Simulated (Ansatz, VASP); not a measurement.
# Al in two plane-wave programs, part 2 of 2

Aim: how closely do two programs agree when they are given the same cell, functional and k mesh? Of the first pair: The structure shown is the start of the Ansatz relaxation below; VASP solves that cell, so the two are compared at the walk's first step.

VASP 6.6.1 and Ansatz 0.2.0.

So far: The structure; Ansatz: relaxation, PBE; VASP: single point, PBE, start cell, pair 1.

## Step 4: Comparison

Known differences besides the potentials themselves: the cutoff is 420 eV in Ansatz and 400 eV in VASP. Total energies have different zeros and are not compared.

Forces (eV/Å; atoms numbered as in POSCAR):

```csv
atom,"Ansatz x, y, z","VASP x, y, z"
Al1,"0.000, 0.000, -0.208","0.000, 0.000, -0.209"
Al2,"0.000, 0.000, 0.239","0.000, 0.000, 0.238"
Al3,"0.000, 0.000, -0.065","0.000, 0.000, -0.065"
Al4,"0.000, 0.000, 0.065","0.000, 0.000, 0.065"
Al5,"0.000, 0.000, -0.239","0.000, 0.000, -0.238"
Al6,"0.000, 0.000, 0.208","0.000, 0.000, 0.209"
```

The forces differ by 0.5 meV/Å r.m.s., which is 0.5 % of the r.m.s. force of 0.108 eV/Å (both taken over all components). With vacuum in the cell, a pressure given here is an average over mostly empty space and none of the material.

## Step 5: Ansatz: relaxation, PBE

This run makes the geometry at which the two programs are then compared.

The structure compared here is the end of the Ansatz relaxation.

File input.yaml:

```yaml
crystal:
  lattice:
    - [4.04, 0.0, 0.0]
    - [0.0, 2.856711396, 0.0]
    - [0.0, 0.0, 21.14177849]
  atoms:
    - { symbol: Al, position: [0.0, 0.0, 0.668902027] }
    - { symbol: Al, position: [0.5, 0.5, 0.601341216] }
    - { symbol: Al, position: [0.0, 0.0, 0.533780405] }
    - { symbol: Al, position: [0.5, 0.5, 0.466219595] }
    - { symbol: Al, position: [0.0, 0.0, 0.398658784] }
    - { symbol: Al, position: [0.5, 0.5, 0.331097973] }
kpoints:
  mp_grid: { grid: [10, 14, 1] }
scf:
  occupations: { method: fermi_dirac, width: 0.05 }
  n_extra_bands: 12
hamiltonian:
  xc: pbe
  pseudopotentials: { kind: paw }
output:
  forces: true
  write_potential: true
  volumetric_format: []
  dos:
    projected: true
    de: 0.05
    e_range: [-30, 12]
    method: { smearing: { sigma: 0.1, scheme: gaussian } }
relax:
  f_tol: 0.03
  max_steps: 50
  constraints: [{ sites: [3] }]
```

The run is started by

```console
$ ansatz run input.yaml --threads 4 --pin off --max-ram 14336MiB --backend cpu --events-out ev --progress --plain --runs-dir out
```

Numbers of over 12 decimals in the logs are rounded to 6 here.

Output:

```text
[...]
Crystal: 6 atoms, lattice volume = 244.000 Å³
Basis set: ecut = 420 eV, 4783 PW (Γ), exchange–correlation on 60×40×288 points (8 copies of the dense FFT grid, shifted against one another)
Bands: 21, of which v1, the nominal top of the filled ones, is band 9 counted from 1 (8 counted from 0)
Symmetry: 4 space group operations
k-points: 48 of 140
[...]
--- Relaxed structure (4 steps of the walk, 4 accepted, 0 SCFs on fresh bases) ---
  F+E_penalty+E_count = -3223.52438228 eV   max|allowed force component| = 4.681e-3 eV/Å
  atoms:
    - { symbol: Al, position: [0.0, 0.0, 0.662400] }
    - { symbol: Al, position: [0.5, 0.5, 0.602652] }
    - { symbol: Al, position: [0.0, 0.0, 0.529956] }
    - { symbol: Al, position: [0.5, 0.5, 0.466219595] }
    - { symbol: Al, position: [0.0, 0.0, 0.393483] }
    - { symbol: Al, position: [0.5, 0.5, 0.333727] }
[key lines of the parts left out:]
SCF converged after 5 iterations
Free energy (F): -3223.524382 eV
Fermi energy:    0.982155 eV
```

## Step 6: VASP: single point, PBE, relaxed cell, pair 2

The same cell, functional, mesh and smearing now go to VASP, with its own data sets.

File INCAR:

```
SYSTEM = Al
PREC = Accurate
ENCUT = 400
EDIFF = 1E-06
NELM = 120
ISMEAR = -1
SIGMA = 0.05
LREAL = .FALSE.
ALGO = Normal
GGA = PE
NBANDS = 15
LORBIT = 11
LWAVE = .FALSE.
LCHARG = .FALSE.
ISIF = 2
LASPH = .TRUE.
GGA_COMPAT = .FALSE.
KPAR = 2
```

File POSCAR:

```
Al
1.0
    4.0400000000      0.0000000000      0.0000000000
    0.0000000000      2.8567113960      0.0000000000
    0.0000000000      0.0000000000     21.1417784900
Al
6
Direct
    0.0000000000      0.0000000000      0.6624003257
    0.5000000000      0.5000000000      0.6026522190
    0.0000000000      0.0000000000      0.5299560347
    0.5000000000      0.5000000000      0.4662195950
    0.0000000000      0.0000000000      0.3934832331
    0.5000000000      0.5000000000      0.3337267770
```

File KPOINTS:

```
Automatic mesh
0
Gamma
10 14 1
0 0 0
```

PAW data sets: Al (PBE family, release 64).

The run is started by

```console
$ mpirun -np 2 vasp_std
```

Output:

```text
[... set-up lines as in an earlier step ...]
 entering main loop
       N       E                     dE             d eps       ncg     rms          rms(c)
DAV:   1     0.422285737407E+02    0.42229E+02   -0.48844E+03  1440   0.694E+02
DAV:   2    -0.195972979773E+02   -0.61826E+02   -0.57935E+02  2014   0.121E+02
DAV:   3    -0.220240114331E+02   -0.24267E+01   -0.23868E+01  1903   0.263E+01
DAV:   4    -0.221244823340E+02   -0.10047E+00   -0.10000E+00  2376   0.628E+00
[...]
DAV:  20    -0.209845651265E+02   -0.24979E-04   -0.34553E-06  1471   0.416E-03    0.492E-04
DAV:  21    -0.209845661579E+02   -0.10314E-05   -0.56327E-08  1392   0.108E-03    0.300E-04
DAV:  22    -0.209845668753E+02   -0.71739E-06   -0.38274E-08  1147   0.820E-04
   1 F= -.20984567E+02 E0= -.20971497E+02  d E =-.261395E-01
```

Parts of OUTCAR (step 6):

```text
  Total       -1.0428505     -0.6586991     -0.0392856      0.0000000      0.0000000      0.0000000
  in kB       -6.8476786     -4.3252221     -0.2579613      0.0000000      0.0000000      0.0000000
  external PRESSURE =      -3.8102873 kB  Pullay stress =       0.0000000 kB

 POSITION                                       TOTAL-FORCE (eV/Angst)
 -----------------------------------------------------------------------------------
      0.00000      0.00000     14.00432         0.000000      0.000000      0.000296
      2.02000      1.42836     12.74114         0.000000      0.000000     -0.002889
      0.00000      0.00000     11.20421         0.000000      0.000000     -0.003689
      2.02000      1.42836      9.85671         0.000000      0.000000     -0.000332
      0.00000      0.00000      8.31894         0.000000      0.000000      0.004598
      2.02000      1.42836      7.05558         0.000000      0.000000      0.002016
 -----------------------------------------------------------------------------------
    total drift:                               -0.000000      0.000000      0.000001

  FREE ENERGIE OF THE ION-ELECTRON SYSTEM (eV)
  ---------------------------------------------------
  free  energy   TOTEN  =       -20.9845668753 eV

  energy  without entropy=      -20.9584274196  energy(sigma->0) =      -20.97149715

[... 2 parts as in an earlier step ...]

[... 1 further part left out ...]
[key lines of the parts left out:]
E-fermi :   1.0045
```

## Step 7: Differences

With vacuum in the cell, a pressure given here is an average over mostly empty space and none of the material.

## Step 8: Summary of results

```json
{
  "r.m.s. force difference (single point, PBE, start cell, pair 1)": "0.51 meV/Å",
  "r.m.s. force difference (single point, PBE, relaxed cell, pair 2)": "0.52 meV/Å"
}
```

**Reading.** The r.m.s. force difference is 0.52 meV/Å (single point, PBE, relaxed cell, pair 2), within the 12 meV/Å picked in this series as the mark of a large difference. Such differences can come from data sets, numerical settings and the points named under the comparisons, not from the functional's error against experiment.

[Lines on the potential files, build, host, timing and source positions are cut from VASP's logs without a mark.]

[Logs are printed without paths, hosts, clocks, repeated set-up lines and the standing remarks that a program may print on its own settings, such as how far it seeks lower states.]

[Hosts, paths, dates, database ids (printed as entryN), source tags and the programs' standing remarks are cut or masked in the printed files.]
